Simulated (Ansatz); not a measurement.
Lu: levels along high-symmetry lines

```yaml
crystal:
  lattice:
    - [-1.95411, 1.95411, 1.95411]
    - [1.95411, -1.95411, 1.95411]
    - [1.95411, 1.95411, -1.95411]
  atoms:
    - { symbol: Lu, position: [0.00000, 0.00000, 0.00000] }
```

Conventional cell: a = 3.908 Å, b = 3.908 Å, c = 3.908 Å, α = 90.00°, β = 90.00°, γ = 90.00°. Around Lu (atom 1) lie 8 Lu at 3.38 Å.

The cell is the one relaxed in the Materials Project (mp-10190), not relaxed further here; entries there can be hypothetical.

No spin–orbit coupling, which matters for the heavy atoms here.

These are results of DFT, PBE, all-electron LAPW, scalar-relativistic in Ansatz 0.2.0, not measurements.

Settings: a Γ-centred 15×15×15 k mesh, Fermi–Dirac smearing of 0.05 eV, basis error target 1 meV/atom, no spin polarisation.

Points in fractions of the reciprocal vectors of this cell: Γ (0, 0, 0), H (0.5, -0.5, 0.5), N (0, 0, 0.5), P (0.25, 0.25, 0.25). The path joins them by straight lines in the order Γ–H–N–Γ–P–H–P–N; legs that retrace an earlier one aren't tabulated. Energies are in eV from the Fermi level.

Q: List the levels at Γ between -20 and 2.5 eV.

A: -6.10, -5.21 (×3), -5.13 (×3), -5.11, 2.10 (×3).

Q: List the levels at N between -20 and 2.5 eV.

A: -5.21, -5.20, -5.19, -5.15, -5.14, -5.13, -5.12, -2.50, 0.39, 0.41.

Q: List the levels at H between -20 and 2.5 eV.

A: -5.23, -5.18 (×3), -5.12 (×3), -1.46 (×2).

Q: What is the band gap?

A: none: with an odd electron count and no spin polarisation the bands can't all be full, a metal in this set-up (spin order or a larger cell could open a gap).
